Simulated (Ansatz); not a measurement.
# Cu2O: the cost of one run

Method: DFT PBEsol, scalar-relativistic, plane waves, PAW, in Ansatz 0.2.0.

The COD entry's cell or inner coordinates are ideal or old and differ from later refinements, so a difference from it is no clean test against experiment.

9 further runs of the same task are left out: 6 that didn't finish, 3 set aside as unsound or not needed. Runs told in other sessions of the task aren't counted.

### Step 1. The structure to begin with

Symmetry: Pn-3m, No. 224, cubic system. The conventional cell has a = 4.222 Å, b = 4.222 Å, c = 4.222 Å, α = 90.00°, β = 90.00°, γ = 90.00°. Around Cu (site symmetry -3m) lie 2 O at 1.83 Å. Around O (site symmetry -43m) lie 4 Cu at 1.83 Å.

Coordinates:

```xyz
6
Lattice="4.2224 0.0000 0.0000 0.0000 4.2224 0.0000 0.0000 0.0000 4.2224" Properties=species:S:1:pos:R:3 pbc="T T T"
Cu    1.0556    1.0556    1.0556
Cu    1.0556    3.1668    3.1668
Cu    3.1668    3.1668    1.0556
Cu    3.1668    1.0556    3.1668
O     0.0000    0.0000    0.0000
O     2.1112    2.1112    2.1112
```

This cell was relaxed beforehand with the same method: volume 12.55 Å³/atom, gap on the mesh 0.56 eV.

### Step 2. The reference cell

The reference gives a free energy of -27473.9458 eV, pressure 0.00 GPa, largest force 0.000 eV/Å and gap on the mesh 0.56 eV. It was computed beforehand with the settings of the runs below.

### Step 3. Next: biaxial against axial strain

The cell is strained by p along both x and y and by q along z, with fractional coordinates fixed.

### Step 4. At p = -0.080, q = -0.080

input.yaml

```yaml
crystal:
  lattice:
    - [3.884564577, 0.0, 0.0]
    - [0.0, 3.884564577, 0.0]
    - [0.0, 0.0, 3.884564577]
  atoms:
    - { symbol: Cu, position: [0.25, 0.25, 0.25] }
    - { symbol: Cu, position: [0.25, 0.75, 0.75] }
    - { symbol: Cu, position: [0.75, 0.75, 0.25] }
    - { symbol: Cu, position: [0.75, 0.25, 0.75] }
    - { symbol: O, position: [0.0, 0.0, 0.0] }
    - { symbol: O, position: [0.5, 0.5, 0.5] }
basis:
  ecutwfc: 420
kpoints:
  mp_grid: { grid: [8, 8, 8] }
hamiltonian:
  xc: pbesol
scf:
  occupations: { method: gaussian, width: 0.05 }
output:
  forces: true
  stress: true
  eigenvalues: true
```

Run with:

```
> ansatz run input.yaml --threads 2 --pin off --max-ram 5120MiB --backend cpu --events-out ev --progress --plain --runs-dir out
```

What time and memory should one allow on 2 threads of Arm Neoverse V1, shared host?

About 3.2 s, with a peak of 0.38 GiB.
